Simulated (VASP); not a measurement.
# I (C2/m) in VASP: further runs, part 2 of 2

VASP 6.6.1. The steps go on from the part before.

**5. Single point, r2SCAN**

The input, INCAR:

```
PREC     = Accurate       # precision mode
ENCUT    = 280            # plane-wave cutoff, eV
EDIFF    = 1E-6           # SCF threshold, eV
ISMEAR   = 0              # smearing method
SIGMA    = 0.05           # smearing width, eV
LREAL    = F              # projectors in reciprocal space
LASPH    = T              # aspherical terms in the spheres
NELM     = 100            # most SCF steps
ALGO     = Normal         # electronic algorithm
ISIF     = 2              # what is computed and relaxed
LWAVE    = F              # write WAVECAR
LCHARG   = F              # write CHGCAR
METAGGA  = R2SCAN         # meta-GGA
LMIXTAU  = T            
NBANDS   = 10             # bands
ADDGRID  = F
```

The input, KPOINTS:

```
Automatic mesh
0
Gamma
  5 5 8
```

The input, POSCAR:

```
I
1.0
    2.5383465792     -3.7066249365      0.0000000000
    2.5383465792      3.7066249365      0.0000000000
   -1.6208748370      0.0000000000      2.3810977968
I
1
Direct
    0.5000000000      0.5000000000      0.5000000000
```

Potentials or basis: VASP PAW PBE potentials, release 64 (I).

Launch:

```bash
cat potpaw_PBE.64/I/POTCAR > POTCAR
mpirun -np 1 vasp_std > vasp.out
```

OUTCAR:

```text
PREC = Accurate
   ENCUT = 280
   EDIFF = 1E-6
   ISMEAR = 0
   LREAL = F
   LASPH = T
   NELM = 100
   ISIF = 2
   METAGGA = R2SCAN

 Found     63 irreducible k-points:

 Following reciprocal coordinates:
            Coordinates               Weight
  0.000000  0.000000  0.000000      1.000000
  0.200000 -0.000000 -0.000000      4.000000
  0.400000 -0.000000  0.000000      4.000000
  0.200000  0.200000 -0.000000      2.000000
  0.400000  0.200000 -0.000000      4.000000
 -0.400000  0.200000 -0.000000      4.000000
   k-points           NKPTS =     63   k-points in BZ     NKDIM =     63   number of bands    NBANDS=     10
   number of dos      NEDOS =    301   number of ions     NIONS =      1
   total plane-waves  NPLWV =  12544
   dimension x,y,z NGX =    28 NGY =   28 NGZ =   16
   dimension x,y,z NGXF=    56 NGYF=   56 NGZF=   32
   ions per type =               1
   NGX,Y,Z   is equivalent  to a cutoff of  10.36, 10.36,  9.23 a.u.
   NGXF,Y,Z  is equivalent  to a cutoff of  20.72, 20.72, 18.47 a.u.
 SYSTEM =  unknown system
   PREC   = accura    normal or accurate (medium, high low for compatibility)
   ISTART =      0    job   : 0-new  1-cont  2-samecut
   ICHARG =      2    charge: 1-file 2-atom 10-const
   ISPIN  =      1    spin polarized calculation?
   LNONCOLLINEAR =      F non collinear calculations
[... 57 lines left out ...]
 cond. band min:       1.6564538354   @ k =  -0.2000   0.2000   0.5000
 fundamental gap:      0.0206474883
 Fermi energy:         1.6445578743

 k-point     1 :       0.0000    0.0000    0.0000
  band No.  band energies     occupation
      1     -12.1233      2.00000
      2       0.2557      2.00000
      3       0.2633      2.00000
      4       6.2750      0.00000
      5       6.7322      0.00000
      6      10.2294      0.00000
      7      10.5570      0.00000
      8      13.1805      0.00000
      9      13.4529      0.00000
     10      18.7533      0.00000
[... 53 lines left out ...]
 k-point     6 :      -0.4000    0.2000   -0.0000
  band No.  band energies     occupation
      1     -11.8984      2.00000
      2      -1.2562      2.00000
      3      -0.4228      2.00000
      4       6.1841      0.00000
      5       9.0893      0.00000
      6       9.3446      0.00000
      7      12.9269      0.00000
      8      14.0389      0.00000
      9      17.8682      0.00000
     10      18.7651      0.00000

 [... further k-points ...]
[... 5 lines left out ...]
  --------------------------------------------------------------------------------------
  -------------------------------------------------------------------------------------
  Total        0.0919740      0.0383665      0.6585514      0.0000000      0.0000000     -0.7689503
  in kB        3.2888097      1.3719127     23.5485116      0.0000000      0.0000000    -27.4961600
  external PRESSURE =       9.4030780 kB  Pullay stress =       0.0000000 kB

 VOLUME and BASIS-vectors are now :
 -----------------------------------------------------------------------------
  energy-cutoff  :      280.00
  volume of cell :       44.81
      direct lattice vectors                 reciprocal lattice vectors
     2.538346579 -3.706624936  0.000000000     0.196978618 -0.134893605  0.134088438
     2.538346579  3.706624936  0.000000000     0.196978618  0.134893605  0.134088438
    -1.620874837  0.000000000  2.381097797     0.000000000  0.000000000  0.419974350

 POSITION                                       TOTAL-FORCE (eV/Angst)
 -----------------------------------------------------------------------------------
      1.72791      0.00000      1.19055        -0.000000      0.000000      0.000000
 -----------------------------------------------------------------------------------
    total drift:                                0.000000      0.000000      0.000000

  FREE ENERGIE OF THE ION-ELECTRON SYSTEM (eV)
  ---------------------------------------------------
  free  energy   TOTEN  =       -24.4902514974 eV

  energy  without entropy=      -24.4880140636  energy(sigma->0) =      -24.48913278
```

OSZICAR:

```text
N       E                     dE             d eps       ncg     rms          rms(c)
DAV:   1    -0.438354203040E+01   -0.43835E+01   -0.19040E+03  1292   0.314E+02
DAV:   2    -0.250108747189E+02   -0.20627E+02   -0.20250E+02  1510   0.724E+01
DAV:   3    -0.258017371234E+02   -0.79086E+00   -0.77794E+00  1552   0.161E+01
DAV:   4    -0.258112559626E+02   -0.95188E-02   -0.95170E-02  1624   0.200E+00
DAV:   5    -0.258114278119E+02   -0.17185E-03   -0.17185E-03  1544   0.215E-01    0.416E+00
DAV:   6    -0.244573852166E+02    0.13540E+01   -0.26341E-01  1278   0.280E+00    0.313E+00
DAV:   7    -0.244992701702E+02   -0.41885E-01   -0.18636E-01  1312   0.253E+00    0.703E-01
DAV:   8    -0.244730497479E+02    0.26220E-01   -0.14164E-01  1328   0.231E+00    0.446E-01
DAV:   9    -0.244871112365E+02   -0.14061E-01   -0.83713E-03  1406   0.643E-01    0.178E-01
DAV:  10    -0.244884171558E+02   -0.13059E-02   -0.67050E-04  1420   0.199E-01    0.123E-01
DAV:  11    -0.244897253608E+02   -0.13082E-02   -0.71817E-04  1328   0.183E-01    0.879E-02
DAV:  12    -0.244902069008E+02   -0.48154E-03   -0.36174E-04  1346   0.128E-01    0.190E-02
DAV:  13    -0.244902487340E+02   -0.41833E-04   -0.54832E-05  1368   0.572E-02    0.313E-03
DAV:  14    -0.244902452511E+02    0.34829E-05   -0.11899E-05  1392   0.259E-02    0.859E-03
DAV:  15    -0.244902511479E+02   -0.58967E-05   -0.42345E-06  1350   0.178E-02    0.134E-03
DAV:  16    -0.244902514974E+02   -0.34955E-06   -0.18130E-06  1368   0.102E-02
   1 F= -.24490251E+02 E0= -.24489133E+02  d E =-.223743E-02
```

Run time: 45 s. Hardware: 1 thread of Intel Xeon Platinum 8375C at 2.90GHz (Ice Lake), shared host; peak memory 0.14 GiB.

These settings aren't checked as converged: the numbers below hold their error.

What came out:

```yaml
Free_energy: -24.4903 eV
Pressure: 0.9 GPa
Band_gap_on_the_k_mesh: none (metal or under the smearing width)
```

Caveat: the PAW data sets were made with another functional, which shifts forces and pressure a little; an odd number of electrons without spin polarisation forces a metal; a magnetic or distorted state may lie lower.

**6. Single point, r2SCAN**

Changes to INCAR since step 5:

```diff
@@ -1,3 +1,3 @@
 PREC     = Accurate       # precision mode
-ENCUT    = 280            # plane-wave cutoff, eV
+ENCUT    = 520            # plane-wave cutoff, eV
 EDIFF    = 1E-6           # SCF threshold, eV
```

The input, KPOINTS:

```
Automatic mesh
0
Gamma
  4 4 5
```

POSCAR is that of step 5.

Potentials or basis: VASP PAW PBE potentials, release 64 (I).

Launch:

```bash
cat potpaw_PBE.64/I/POTCAR > POTCAR
mpirun -np 1 vasp_std > vasp.out
```

OUTCAR:

```text
PREC = Accurate
   ENCUT = 520
   EDIFF = 1E-6
   ISMEAR = 0
   LREAL = F
   LASPH = T
   NELM = 100
   ISIF = 2
   METAGGA = R2SCAN

 Found     27 irreducible k-points:

 Following reciprocal coordinates:
            Coordinates               Weight
  0.000000  0.000000  0.000000      1.000000
  0.250000  0.000000  0.000000      4.000000
  0.500000  0.000000  0.000000      2.000000
  0.250000  0.250000  0.000000      2.000000
  0.500000  0.250000 -0.000000      4.000000
 -0.250000  0.250000  0.000000      2.000000
   k-points           NKPTS =     27   k-points in BZ     NKDIM =     27   number of bands    NBANDS=     10
   number of dos      NEDOS =    301   number of ions     NIONS =      1
   total plane-waves  NPLWV =  31104
   dimension x,y,z NGX =    36 NGY =   36 NGZ =   24
   dimension x,y,z NGXF=    72 NGYF=   72 NGZF=   48
   ions per type =               1
   NGX,Y,Z   is equivalent  to a cutoff of  13.32, 13.32, 13.85 a.u.
   NGXF,Y,Z  is equivalent  to a cutoff of  26.64, 26.64, 27.70 a.u.
 SYSTEM =  unknown system
   PREC   = accura    normal or accurate (medium, high low for compatibility)
   ISTART =      0    job   : 0-new  1-cont  2-samecut
   ICHARG =      2    charge: 1-file 2-atom 10-const
   ISPIN  =      1    spin polarized calculation?
   LNONCOLLINEAR =      F non collinear calculations
[... 57 lines left out ...]
 cond. band min:       1.8012402389   @ k =   0.5000   0.0000   0.4000
 fundamental gap:      0.0368827218
 Fermi energy:         1.7854504527

 k-point     1 :       0.0000    0.0000    0.0000
  band No.  band energies     occupation
      1     -12.1819      2.00000
      2       0.2407      2.00000
      3       0.2554      2.00000
      4       6.1566      0.00000
      5       6.7276      0.00000
      6      10.2557      0.00000
      7      10.5714      0.00000
      8      13.2190      0.00000
      9      13.3697      0.00000
     10      18.6948      0.00000
[... 53 lines left out ...]
 k-point     6 :      -0.2500    0.2500    0.0000
  band No.  band energies     occupation
      1     -12.0514      2.00000
      2      -0.8977      2.00000
      3       0.0259      2.00000
      4       6.0523      0.00000
      5       7.8806      0.00000
      6       9.8810      0.00000
      7      12.0391      0.00000
      8      13.0571      0.00000
      9      16.5837      0.00000
     10      19.5750      0.00000

 [... further k-points ...]
[... 5 lines left out ...]
  --------------------------------------------------------------------------------------
  -------------------------------------------------------------------------------------
  Total        0.5356975     -0.1230941      1.1569087      0.0000000      0.0000000     -0.9690574
  in kB       19.1554962     -4.4016036     41.3687943      0.0000000      0.0000000    -34.6515991
  external PRESSURE =      18.7075623 kB  Pullay stress =       0.0000000 kB

 VOLUME and BASIS-vectors are now :
 -----------------------------------------------------------------------------
  energy-cutoff  :      520.00
  volume of cell :       44.81
      direct lattice vectors                 reciprocal lattice vectors
     2.538346579 -3.706624936  0.000000000     0.196978618 -0.134893605  0.134088438
     2.538346579  3.706624936  0.000000000     0.196978618  0.134893605  0.134088438
    -1.620874837  0.000000000  2.381097797     0.000000000  0.000000000  0.419974350

 POSITION                                       TOTAL-FORCE (eV/Angst)
 -----------------------------------------------------------------------------------
      1.72791      0.00000      1.19055        -0.000000      0.000000      0.000000
 -----------------------------------------------------------------------------------
    total drift:                                0.000000      0.000000      0.000000

  FREE ENERGIE OF THE ION-ELECTRON SYSTEM (eV)
  ---------------------------------------------------
  free  energy   TOTEN  =       -24.0728439419 eV

  energy  without entropy=      -24.0666889943  energy(sigma->0) =      -24.06976647
```

It took 40 s on 1 thread of Intel Xeon Platinum 8375C at 2.90GHz (Ice Lake), shared host; peak memory 0.18 GiB.

These settings aren't checked as converged: the numbers below hold their error.

Results:

```yaml
Free_energy: -24.0728 eV
Pressure: 1.9 GPa
Band_gap_on_the_k_mesh: none (metal or under the smearing width)
```

Caveat: the k mesh is coarse (spacing up to 0.53 Å⁻¹), so the values aren't converged; the PAW data sets were made with another functional, which shifts forces and pressure a little; an odd number of electrons without spin polarisation forces a metal; a magnetic or distorted state may lie lower.
